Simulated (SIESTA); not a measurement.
Runs of SIESTA 5.4.2 on TiC. Symmetry: Fm-3m, No. 225, cubic system. The conventional cell has a = 4.331 Å, b = 4.331 Å, c = 4.331 Å, α = 90.00°, β = 90.00°, γ = 90.00°. Around Ti (site symmetry m-3m) lie 6 C at 2.17 Å. C (site symmetry m-3m) is surrounded by 6 Ti at 2.17 Å. The cell is a database's computed one.

| task | level | potentials or basis | cell | k mesh | displacement | polarization grid | optimiser | force tolerance | grid cutoff | energy shift | gap on the mesh (eV) | pressure (GPa) | V0 of scaled cells (Å³/atom) | B0 (GPa) |
| --- | --- | --- | --- | --- | --- | --- | --- | --- | --- | --- | --- | --- | --- | --- |
| equation of state | PBE | PseudoDojo 0.4 standard (PBE files), DZP (energy shift 0.003 Ry; two zetas on semicore shells) | as given | 11 × 11 × 11 | - | - | - | - | 800 Ry | 0.003 Ry | - | - | 10.21 | 251 |
| band structure | PBEsol | PseudoDojo 0.4 standard (PBEsol files), DZP (energy shift 0.003 Ry; two zetas on semicore shells) | as given | 11 × 11 × 11 | - | - | - | - | 800 Ry | 0.003 Ry | none | -5.4 | - | - |
| equation of state | PBEsol | PseudoDojo 0.4 standard (PBEsol files), DZP (energy shift 0.003 Ry; two zetas on semicore shells) | as given | 11 × 11 × 11 | - | - | - | - | 800 Ry | 0.003 Ry | - | - | 9.94 | 268 |
| equation of state | PBE | PseudoDojo 0.4 standard (PBE files), TZP (energy shift 0.002 Ry) | as given | 11 × 11 × 11 | - | - | - | - | 800 Ry | 0.002 Ry | - | - | 10.20 | 253 |
| band structure | vdW-DF-cx | PseudoDojo 0.4 standard (PBE files), DZP (energy shift 0.003 Ry; two zetas on semicore shells) | as given | 11 × 11 × 11 | - | - | - | - | 800 Ry | 0.003 Ry | none | -3.8 | - | - |
| equation of state | PBE | PseudoDojo 0.4 standard (PBE files), DZP (energy shift 0.002 Ry) | as given | 11 × 11 × 11 | - | - | - | - | 800 Ry | 0.002 Ry | - | - | 10.18 | 255 |
| single point | PBE | PseudoDojo 0.4 standard (PBE files), DZP (energy shift 0.002 Ry) | as given | 11 × 11 × 11 | - | - | - | - | 800 Ry | 0.002 Ry | none | 0.5 | - | - |
| band structure | LDA | PseudoDojo 0.4 standard (LDA files), DZP (energy shift 0.003 Ry; two zetas on semicore shells) | as given | 11 × 11 × 11 | - | - | - | - | 800 Ry | 0.003 Ry | none | (b) | - | - |
| band structure | PBE | PseudoDojo 0.4 standard (PBE files), DZP (energy shift 0.003 Ry; two zetas on semicore shells) | as given | 11 × 11 × 11 | - | - | - | - | 800 Ry | 0.003 Ry | none | (a) | - | - |
| relaxation of the atoms | OLYP | Ansatz (PBE files), DZP (energy shift 0.005 Ry) | atoms relaxed | 11 × 11 × 11 | - | - | FIRE | 0.02 eV/Å | 800 Ry | 0.005 Ry | none | -4.4 | - | - |
| band structure | PBE | PseudoDojo 0.4 standard (PBE files), DZ (energy shift 0.002 Ry) | as given | 11 × 11 × 11 | - | - | - | - | 800 Ry | 0.002 Ry | none | 0.5 | - | - |

Alike in all rows: no spin polarisation; smearing fermi-dirac 0.05 eV.

Estimate the missing entries.

(a) 1.4; (b) -11.1.

Caveats: the basis of atomic orbitals isn't converged, which shifts pressures, moduli and gaps; semicore shells carry a single zeta, which can move pressures by several GPa and volumes by a few percent (some runs); the potentials were made for another functional, which shifts forces and pressure (some runs); the basis has no polarisation orbitals (some runs).

A k mesh can miss the band edges.

A gap of «none» marks a metal or a gap under the smearing width.

Not every run made on this cell is shown here.
